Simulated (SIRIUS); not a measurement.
Runs of SIRIUS 7.12.0 on NbAs. Symmetry: I4_1md, No. 109, tetragonal system. The conventional cell has a = 3.452 Å, b = 3.452 Å, c = 11.680 Å, α = 90.00°, β = 90.00°, γ = 90.00°. Nb (site symmetry 2mm) has 6 As at 2.60 to 2.63 Å as nearest neighbours. Around As (site symmetry 2mm) lie 6 Nb at 2.60 to 2.63 Å. 

```csv
task,level,potentials or basis,cutoff (eV),muffin tin radii,basis cutoff (gk_cutoff),valence relativity,reference energy of the basis,core relativity,largest force (eV/Å)
band structure,PBE,"all-electron FP-LAPW (Koelling-Harmon valence), apw+lo standard",175,"As 2.34, Nb 2.48 bohr",3.59 1/bohr,koelling_harmon,0.37 Ha,dirac,0.30
single point,PBEsol,"all-electron FP-LAPW, apw+lo standard",183,"As 2.29, Nb 2.43 bohr",3.67 1/bohr,iora,0.38 Ha,-,(a)
band structure,PBE,"all-electron FP-LAPW (no relativity for the valence, core without relativity), apw+lo standard",175,"As 2.34, Nb 2.48 bohr",3.59 1/bohr,none,0.36 Ha,none,0.33
band structure,PBE,"all-electron FP-LAPW (ZORA valence), apw+lo standard",175,"As 2.34, Nb 2.48 bohr",3.59 1/bohr,zora,0.37 Ha,dirac,0.30
```

Alike in all rows: no spin polarisation; cell as given; k mesh 11 × 11 × 11; smearing fermi-dirac 0.05 eV.

**Question.** Estimate the missing entries.

**Answer.** (a) 0.29.

Caveats: relativity is left out for the valence states, which matters for the heavier elements (some runs); relativity is left out for the core states (some runs).

Not every run made on this cell is shown here.
